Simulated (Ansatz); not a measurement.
# HfC (Fm-3m) in Ansatz: notebook, part 2 of 2

Ansatz 0.2.0.

## 4. Elastic constants, PBEsol

File input.yaml:

```yaml
crystal:
  lattice:
    - [0.0, 2.325, 2.325]
    - [2.325, 0.0, 2.325]
    - [2.325, 2.325, 0.0]
  atoms:
    - { symbol: Hf, position: [0.5, 0.5, 0.5] }
    - { symbol: C, position: [0.0, 0.0, 0.0] }
kpoints:
  mp_grid: { grid: [8, 8, 8] }
scf:
  occupations: { method: fermi_dirac, width: 0.05 }
hamiltonian:
  xc: pbesol
  pseudopotentials: { kind: all_electron, lapw: { basis_error: 0.001 } }
output:
  forces: true
  stress: true
elastic:
  mode: clamped_ion
  stencil: two_point
```

Potentials or basis: all-electron LAPW, scalar-relativistic.

Run with:

```sh
$ ansatz run input.yaml --threads 1 --pin off --max-ram 3072MiB --backend cpu --events-out ev --progress --plain --runs-dir out
```

Standard output:

```text
Warning: RAYON_NUM_THREADS=1 ignored (pool sized by the plan → 1); use --threads N
LAPW: plane waves up to 9.215 Å⁻¹, error target 1.0e-3 eV per atom; small_component_spin mean_spin; C in spheres of 0.922 Å, 6 of its electrons in bands, Dirac shells []; Hf in spheres of 1.333 Å, 42 of its electrons in bands, Dirac shells [] (how accurate: hamiltonian.pseudopotentials.lapw.basis_error, Limitations)
Engine: ansatz 0.2.0, aarch64-unknown-linux-gnu
Pseudopotentials: kind: all_electron
Pseudopotential: Hf, LAPW, valence charge 42, lapw/all_electron/scalar/gaussian/Hf, Koelling and Harmon's equation, gaussian nucleus
Pseudopotential: C, LAPW, valence charge 6, lapw/all_electron/scalar/gaussian/C, Koelling and Harmon's equation, gaussian nucleus
Functional definition: PBEsol
  exchange = pbesol_x
  correlation = pbesol_c
Crystal: 2 atoms, lattice volume = 25.136 Å³
Basis set: ecut = 323.54969205219953 eV, 331 PW (Γ), exchange–correlation at level 2
Bands: 29, of which v1, the nominal top of the filled ones, is band 24 counted from 1 (23 counted from 0)
Symmetry: 48 space group operations
Space group: Fm-3m (ITA 225), of the structure as read, at distance tolerance 2.9e-5 Å
k-points: 29 of 512
Non-local potential: Hf, projectors of the file, none
Non-local potential: C, projectors of the file, none
Initial density: superposition of atomic densities (chi_scale 0.1, normalization cell, long waves kept (reshape's long-wave potential 0.00 eV rms))
Initial wavefunctions: plane waves of lowest kinetic energy (no species holds an atomic orbital)
Functional: x = pbesol(κ = 0.804, μ = 0.12345679012345678), c = pbesol(β = 0.046)
iter 1 solved again at ethr=1.21e-2 eV; its pass at ethr=1.00e-1 eV (dr2=5.80e0 eV) is discarded
SCF iter   1: F=—  HF=-411163.403626 eV  |F-HF|=—  |Δ(HF+E_count)|=         —  Δρ=1.27e-1  dr2=5.80e0  ethr=1.21e-2  ⟨swp⟩=2.0  Hψ=5118  notcnv=0
preconditioner: auto → none  [insulator: Δε(μ)=0.151 eV  Ē_g=18.055 eV  σ=0.050 eV  W_gap=0.62  n_scr=14 (ndim 8)  ℏωp=39.2 eV  f_vac=0.000  D(μ)=0.19/eV (n_scr^D=0)  ε∞_Penn≈5.7]
SCF iter   2: F=—  HF=-411162.524869 eV  |F-HF|=—  |Δ(HF+E_count)|=   8.79e-1  Δρ=8.23e-2  dr2=2.15e0  ethr=1.21e-2  ⟨swp⟩=3.0  Hψ=2582  notcnv=0
iter 3 solved again at ethr=5.10e-5 eV; its pass at ethr=4.49e-3 eV (dr2=2.45e-2 eV) is discarded
SCF iter   3: F=—  HF=-411161.530314 eV  |F-HF|=—  |Δ(HF+E_count)|=   9.95e-1  Δρ=1.24e-2  dr2=2.45e-2  ethr=5.10e-5  ⟨swp⟩=2.0  Hψ=4393  notcnv=0
SCF iter   4: F=—  HF=-411161.522992 eV  |F-HF|=—  |Δ(HF+E_count)|=         —  Δρ=4.96e-3  dr2=4.48e-3  ethr=5.10e-5  ⟨swp⟩=2.0  Hψ=2478  notcnv=0
the basis was enlarged: its passes take 102.4 KiB over the memory plan, 1 of 1 planned eigensolver slots
SCF iter   5: F=—  HF=-411161.521587 eV  |F-HF|=—  |Δ(HF+E_count)|=   1.40e-3  Δρ=1.11e-3  dr2=1.84e-4  ethr=9.32e-6  ⟨swp⟩=2.0  Hψ=2464  notcnv=0
SCF iter   6: F=—  HF=-411161.521234 eV  |F-HF|=—  |Δ(HF+E_count)|=   3.53e-4  Δρ=2.99e-4  dr2=1.79e-5  ethr=3.83e-7  ⟨swp⟩=2.9  Hψ=2513  notcnv=0
SCF iter   7: F=—  HF=-411161.521183 eV  |F-HF|=—  |Δ(HF+E_count)|=   5.12e-5  Δρ=2.75e-5  dr2=1.98e-7  ethr=3.73e-8  ⟨swp⟩=3.0  Hψ=2555  notcnv=0
SCF iter   8: F=—  HF=-411161.521182 eV  |F-HF|=—  |Δ(HF+E_count)|=   4.60e-7  Δρ=1.13e-6  dr2=2.70e-10  ethr=4.13e-10  ⟨swp⟩=3.0  Hψ=2560  notcnv=0
SCF iter   9: F=—  HF=-411161.521182 eV  |F-HF|=—  |Δ(HF+E_count)|=  6.98e-10  Δρ=1.31e-7  dr2=2.47e-12  ethr=6.88e-12 (applied; sched 1.00e-12)  ⟨swp⟩=2.0  Hψ=2464  notcnv=0
SCF iter  10: F=-411161.521182 eV  HF=-411161.521182 eV  |F-HF|=1.16e-10  |Δ(HF+E_count)|=  5.82e-11  Δρ=6.94e-9  dr2=1.05e-14  ethr=6.88e-12 (applied; sched 1.00e-12)  ⟨swp⟩=2.0  Hψ=2464  notcnv=0
SCF 1 converged in 10 iterations: F = -411161.521182 eV  dr2 = 1.05e-14
[... 63 lines left out ...]
SCF iter   7: F=—  HF=-411161.521130 eV  |F-HF|=—  |Δ(HF+E_count)|=  5.82e-11  Δρ=1.89e-7  dr2=1.31e-11  ethr=6.88e-12 (applied; sched 1.00e-12)  ⟨swp⟩=2.0  Hψ=8077  notcnv=0
SCF iter   8: F=—  HF=-411161.521130 eV  |F-HF|=—  |Δ(HF+E_count)|=  4.66e-10  Δρ=4.70e-8  dr2=9.04e-13  ethr=6.88e-12 (applied; sched 1.00e-12)  ⟨swp⟩=2.0  Hψ=8077  notcnv=0
SCF iter   9: F=-411161.521130 eV  HF=-411161.521130 eV  |F-HF|=2.91e-10  |Δ(HF+E_count)|=  1.16e-10  Δρ=6.62e-9  dr2=1.56e-14  ethr=6.88e-12 (applied; sched 1.00e-12)  ⟨swp⟩=2.0  Hψ=8077  notcnv=0
SCF 5 converged in 9 iterations: F = -411161.521130 eV  dr2 = 1.56e-14
SCF converged after 10 iterations
Free energy (F): -411161.521182 eV
Harris-Foulkes:  -411161.521182 eV  (|F-HF|=1.16e-10)
Internal energy: -411161.518548 eV  (E = F + TS)
E sigma→0 (E₀):  -411161.519865 eV
Entropy (-TS):   -0.002635 eV (-1.317 meV/atom)
Fermi energy:    20.278987 eV
--- Per-component energies (eV) ---
  E_band       = -4277.915653
  E_kinetic    = 457329.458158
  E_xc         = -8434.135950
  E_electrostatic = -860056.840756  (all electrons and nuclei)
  E_smearing   = -0.002635  (= −TS)
  E_closure    = 0.000000  (closes the sum)
  E_atoms      = -411142.005238  (free atoms, spherical and without spin; not in F)
  Σ components = -411161.521182   (vs F -411161.521182, Δ=0.00e0)
  Basis errors (estimates in eV, not in F): energy 3.8e-4 per atom: plane waves 3.4e-4 (1.9e-4 summed), levels above the bands 7.0e-62, relativity 3.5e-8, radial functions 3.9e-5, core shells 2.5e-7; eigenvalues (radial functions only) 2.3e-6; not estimated: angular momenta, meshes, grids; target (lapw.basis_error) 1.0e-3; muffin-tin radii C 0.922 Å, Hf 1.333 Å
--- Forces (eV/Å), atoms counted from 1 ---
  atom   1  Hf     0.00000000    -0.00000000    -0.00000000
  atom   2  C     -0.00000000     0.00000000    -0.00000000
  max |Σ_I F_I| component: 2.20e-30 eV/Å
--- Stress (GPa, compression-positive) ---
       -6.487843      -0.000000       0.000000
       -0.000000      -6.487843      -0.000000
        0.000000      -0.000000      -6.487843
  P = ⅓ Tr σ = -6.4878 GPa (-64.878 kbar)
--- Band table (eV; the first three rows and the last of 29) ---
  k-point 0: bands = ["-351.8823", "-351.8823", "-351.8823", "-242.9228", "-179.9722", "-179.9722", "-179.9722", "-179.9544", "-179.9544", "-40.7401", "-9.1968", "-9.1968", "-9.1968", "8.0249", "9.2801", "9.2892", "9.2892", "9.2892", "9.3706", "9.3706", "9.3706", "21.4082", "21.4082", "21.4082", "21.6438", "21.6438", "21.6438", "23.6604", "23.6604"]
  k-point 1: bands = ["-351.8823", "-351.8823", "-351.8823", "-242.9228", "-179.9722", "-179.9722", "-179.9722", "-179.9544", "-179.9544", "-40.7342", "-9.3031", "-9.2071", "-9.2071", "8.3987", "9.2856", "9.2982", "9.2982", "9.3020", "9.3623", "9.3623", "9.3710", "19.5432", "20.0429", "20.0429", "22.2166", "22.2166", "22.6241", "25.2506", "25.2506"]
  k-point 2: bands = ["-351.8823", "-351.8823", "-351.8823", "-242.9228", "-179.9722", "-179.9722", "-179.9722", "-179.9544", "-179.9544", "-40.7198", "-9.5505", "-9.2319", "-9.2319", "9.1091", "9.3008", "9.3193", "9.3193", "9.3448", "9.3448", "9.3719", "9.6358", "17.3169", "18.5781", "18.5781", "23.3097", "23.3178", "23.3178", "27.8387", "27.8387"]
  k-point 28: bands = ["-351.8823", "-351.8823", "-351.8823", "-242.9228", "-179.9722", "-179.9722", "-179.9722", "-179.9544", "-179.9544", "-40.6858", "-9.6171", "-9.6171", "-9.4445", "9.2723", "9.3128", "9.3183", "9.3183", "9.3390", "9.3455", "9.3455", "10.7799", "17.3383", "17.5889", "17.5889", "23.9757", "23.9757", "27.0313", "27.3313", "28.5732"]
--- Elastic constants: 2 strain directions × 2 members + reference (group order 48) ---
  dense FFT box of the reference and of every strained cell: 20×20×20
  strains applied: 11, 23; error gains: componentwise 1.00 (the most a stress slope's error grows in a printed constant), spectral 1.73 (1 for all six strains in a standard setting)
  C = ∂σ_k/∂η_j (tension-positive GPa; Voigt order 11 22 33 23 13 12):
       469.185     98.441     98.441      0.000     -0.000      0.000
        98.441    469.185     98.441     -0.000      0.000     -0.000
        98.441     98.441    469.185     -0.000     -0.000      0.000
         0.000     -0.000     -0.000    170.776      0.000     -0.000
        -0.000      0.000     -0.000     -0.000    170.776     -0.000
         0.000     -0.000     -0.000      0.000     -0.000    170.776
  reference stress σ⁰ (GPa):      6.488      6.488      6.488      0.000     -0.000      0.000
  no Pulay correction (none for the plane-wave cutoff is built on LAPW): the batch's stresses and constants are at fixed plane waves
  C* (energy form; C + prestress term) asymmetry max|C*_kj − C*_jk| = 5.684e-14 GPa — a small one proves nothing (zero by symmetry where the batch's group is 432, −43m or m−3m); a large one is finite-difference/SCF noise where every solve meets its electron count
  moduli (Voigt/Reuss/Hill, GPa): K = 222.02/222.02/222.02   G = 176.61/176.33/176.47   E = 418.53   ν = 0.186
  mechanically stable: yes (min eigenvalue of sym C = 170.78 GPa)
  where every solve meets its electron count the energy-path curvature estimates C_jj along a normal strain and C_jj − ¼(σ⁰_aa + σ⁰_bb) along a shear (ab), closely only under elastic.basis: deformed
  strain η (Voigt 11):  stress-route row diagonal C_11 = 469.18 GPa, energy-path curvature d²(F+E_count)/dδ²/Ω₀ = 469.15 GPa
         δ    σ_11 (GPa)             F (eV)   n_scf  n_hpsi   n_pw
    -2.000e-3       5.5404     -411161.5230700      11   68492    343
     2.000e-3       7.4171     -411161.5190004      11   68513    343
  strain η (Voigt 23):  stress-route row diagonal C_44 = 170.78 GPa, energy-path curvature d²(F+E_count)/dδ²/Ω₀ = 167.52 GPa
         δ    σ_23 (GPa)             F (eV)   n_scf  n_hpsi   n_pw
    -2.000e-3      -0.3416     -411161.5211299       9   96434    343
     2.000e-3       0.3416     -411161.5211299       9   96517    343
```

It took 84 s on 1 thread of Arm Neoverse V1, shared host; peak memory 0.45 GiB.

What came out:

```yaml
Free_energy: -411161.5212 eV
Pressure: -6.5 GPa
Band_gap_on_the_k_mesh: none (metal or under the smearing width)
Clamped-ion_elastic_constants_C11_C12_C44: 469, 98, 171 GPa
Voigt_bulk_modulus: 222 GPa
```

Levels at points of the mesh, in eV from the Fermi level:
```
             k point  band 20  band 21  band 22  band 23  band 24  band 25  band 26  band 27  band 28  band 29
  (0.00, 0.00, 0.00)   -10.91   -10.91     1.13     1.13     1.13     1.36     1.36     1.36     3.38     3.38
 (0.00, 0.00, -0.50)   -10.91    -8.32    -6.15    -2.97    -2.97     5.31     5.31     5.77     6.58    11.42
(0.00, -0.50, -0.50)   -10.93   -10.34    -2.57    -1.80     0.00     0.00     5.31     6.74     6.74     8.37
```

Elastic tensor in Voigt notation (GPa, ions clamped, in the Cartesian axes of the cell as first typed):
```
469  98  98   0   0   0
 98 469  98   0   0   0
 98  98 469   0   0   0
  0   0   0 171   0   0
  0   0   0   0 171   0
  0   0   0   0   0 171
```

Caveat: the k mesh is thin for a metal, which can move the energy by tens of meV per atom; a metal's response needs a denser mesh; the cell is more than 3 GPa from zero pressure, which shifts response properties; elastic constants of metals need much finer meshes, so these are rough. The run has no spin-orbit coupling, so splittings on Hf are missing.

## 5. Summary

| task | potentials or basis | k mesh | cutoff (eV) | basis error allowed | gap on the mesh (eV) | pressure (GPa) |
| --- | --- | --- | --- | --- | --- | --- |
| density of states | all-electron PAW datasets made for the crystal | 10 × 10 × 10 | 400 | - | none | -6.5 |
| phonons | all-electron LAPW, scalar-relativistic | 10 × 10 × 10 | 324 | 0.001 eV/atom | none | - |
| elastic constants | all-electron LAPW, scalar-relativistic | 8 × 8 × 8 | 324 | 0.001 eV/atom | none | -6.5 |

Alike in all rows: level PBEsol; no spin polarisation; cell as given; smearing fermi-dirac 0.05 eV.

Caveats: a metal's response needs a denser mesh (some runs); the program warned that the printed levels may be off, so bands, gaps and densities of states are rough (some runs); the k mesh is thin for a metal, which can move the energy by tens of meV per atom (some runs); the cell is more than 3 GPa from zero pressure, which shifts response properties (some runs); elastic constants of metals need much finer meshes, so these are rough (some runs).

Compare energies only between runs with the same functional and basis.
